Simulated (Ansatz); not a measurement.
Runs of Ansatz 0.2.0 on Mo. Symmetry: Im-3m, No. 229, cubic system. The conventional cell has a = 3.168 Å, b = 3.168 Å, c = 3.168 Å, α = 90.00°, β = 90.00°, γ = 90.00°. Around Mo (site symmetry m-3m) lie 8 Mo at 2.74 Å. 

```csv
task,level,spin,cell,k mesh,cutoff (eV),points for each segment of the path,mesh quality,gap on the mesh (eV),pressure (GPa)
band structure,r2SCAN,off,as given,7 × 7 × 7,500,14,coarse,none,-3.7
band structure,PBEsol,off,as given,12 × 12 × 12,420,14,not flagged,none,-9.6
band structure,PBEsol,"SOC, no magnetisation",as given,12 × 12 × 12,420,14,not flagged,none,-9.5
single point,PBEsol,off,cell strained at random at fixed volume,12 × 12 × 12,420,-,not flagged,none,-9.4
band structure,PBEsol,off,as given,7 × 7 × 7,420,14,coarse,none,(b)
band structure,revPBE,off,as given,7 × 7 × 7,420,14,coarse,none,1.4
single point,PBEsol,off,as given,12 × 12 × 12,420,-,not flagged,none,-9.6
band structure,BLYP,off,as given,7 × 7 × 7,420,14,coarse,none,(a)
```

Alike in all rows: potentials or basis Ansatz PAW; smearing fermi-dirac 0.05 eV.

Fill in the values left out.

(a) 8.6; (b) -8.8.

Caveats: some runs use coarse meshes; the PAW data sets come from PBE, with cores solved anew for the run's functional, which leaves a small shift of forces and pressure.

A k mesh can miss the band edges, and rows without SOC leave out spin-orbit coupling on Mo.

A gap of «none» marks a metal or a gap under the smearing width.
